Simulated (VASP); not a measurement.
# Sn: equation of state with PBE

Sn:

```
Sn
1.0
    -2.02919    2.02919    1.66076
     2.02919   -2.02919    1.66076
     2.02919    2.02919   -1.66076
Sn
1
Direct
  0.00000 0.00000 0.00000
```

This isn't the form of Sn at room conditions, which is tetragonal (white tin).

```json
{
 "Program": "VASP 6.6.1",
 "Task": "equation of state",
 "Functional": "PBE",
 "Potentials or basis": "VASP PAW PBE potentials, release 64 (Sn_d)",
 "Cutoff": "520 eV",
 "k mesh": "10 × 10 × 10",
 "Occupations": "fermi-dirac, width 0.05 eV",
 "Spin": "no spin polarisation"
}
```

```yaml
Equilibrium_volume: 27.86 Å³/atom
Bulk_modulus_at_fixed_shape_and_positions: 46 GPa
Pressure_derivative_of_the_bulk_modulus: 5.2
```

Energy against volume, from the lowest point:
| volume (Å³/atom) | energy (meV/atom) |
| --- | --- |
| 25.712 | 27.76 |
| 26.259 | 14.74 |
| 26.806 | 6.12 |
| 27.353 | 1.35 |
| 27.901 | 0.00 |
| 28.448 | 1.68 |
| 28.995 | 6.07 |

All runs of the series together: 95 s on 1 thread of Intel(R) Xeon(R) 6975P-C (Granite Rapids), with other jobs on the host.

Caveat: the cell was scaled at fixed shape and fractional positions, which overstates the stiffness of a crystal with free parameters, most of all of layers and chains.
